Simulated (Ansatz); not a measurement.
ZnO: Zn on an O site

These are results of DFT PBE, scalar-relativistic, plane waves, PAW (Ansatz 0.2.0), not measurements. Run with 420 eV cutoff, 2×2×2 k-mesh, shifted by half a step, Gaussian smearing of 0.01 eV, collinear spin in charge -1 alone.

Host crystal, relaxed:

```
CELL_PARAMETERS angstrom
3.27939 0.00000 0.00000
-1.63970 2.84004 0.00000
0.00000 0.00000 5.29323
ATOMIC_POSITIONS crystal
Zn 0.66667 0.33333 0.50060
Zn 0.33333 0.66667 0.00060
O 0.66667 0.33333 0.87971
O 0.33333 0.66667 0.37971
```

Supercell of 48 atoms, rows in host cell vectors: 0 2 1; -2 -2 1; 2 0 1. Atoms relax at the host's cell, keeping the symmetry that the supercell leaves at the site. The cell is small, so energies carry finite-size errors of tenths of an eV. The host's Kohn–Sham gap is 0.74 eV. Atoms are taken from and returned to the elements' standard states. Charged cells are corrected for image charges with the computed static dielectric tensor (mean 10.9) and aligned with the host's potential at far atoms (alignment terms reach 0.78 eV; the program doubts the alignment in some charges, where it is up to 0.78 eV). No band-filling term is added, and the Fermi level counts from the host's valence band top.

Defect: Zn on an O site at (0.667, 0.333, 0.880) of the host cell.

(1) What is the formation energy of the neutral defect?

(2) Does the neutral defect carry a moment, and how do its surroundings relax?

(3) Charges 0, -1, -2 were computed. Which is stable where in the gap?

## Answers

(1) 6.40 eV.

(2) The neutral run had no spin polarisation, so a moment wasn't tested. The nearest neighbours before are 3 Zn at 2.00 Å, 1 Zn at 2.01 Å; after relaxation the atoms near the site are 1 Zn at 2.47 Å, 3 Zn at 2.48 Å; the largest move is 0.90 Å.

(3) Among the charges computed the stable one is 0 at the valence band top and stays so across the gap. In charge -1, -2 the extra carrier would gain by moving to a band edge of the host, so it isn't bound in the gap. In charge -1, -2 the cell has partly filled bands: a level of the defect may be part filled, the carrier may sit in the host's bands, or levels may cross between the k points, so transitions that involve it are doubtful. Levels between neighbouring charges: (0/-1) 2.45 eV, (-1/-2) 2.82 eV.